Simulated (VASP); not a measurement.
Input of a VASP 6.6.1 run:

File INCAR:

```
ALGO = Normal ; EDIFF = 1E-6
ENCUT = 520 ; GGA = PE
ISIF = 2 ; ISMEAR = -1
LASPH = True ; LCHARG = False
LREAL = False ; LWAVE = False
NBANDS = 16 ; NELM = 80
PREC = Accurate ; SIGMA = 0.02
```

Contents of KPOINTS:

```
k-points
0
Gamma
  8 8 8
```

POSCAR

```
InP
1.0
    0.0000000000      2.9537876506      2.9537876506
    2.8060982681      0.0000000000      2.9537876506
    2.8060982681      2.9537876506      0.0000000000
In P
1 1
Direct
    0.0000000000      0.0000000000      0.0000000000
    0.2500000000      0.2500000000      0.2500000000
```

Potentials or basis: VASP PAW PBE potentials, release 64 (In_d, P).

Launch:

```sh
$ cat potpaw_PBE.64/In_d/POTCAR potpaw_PBE.64/P/POTCAR > POTCAR
$ mpirun -np 1 vasp_std > vasp.out
```

What does it give for the band gap on the k mesh?

0.70 eV, direct.

Estimate the pressure.

5.4 GPa.

Stress tensor (GPa, compression positive):
```
6.53 0.00 0.00
0.00 4.79 0.00
0.00 0.00 4.79
```

Caveat: spin-orbit coupling is left out, which moves the levels of the heavy elements.
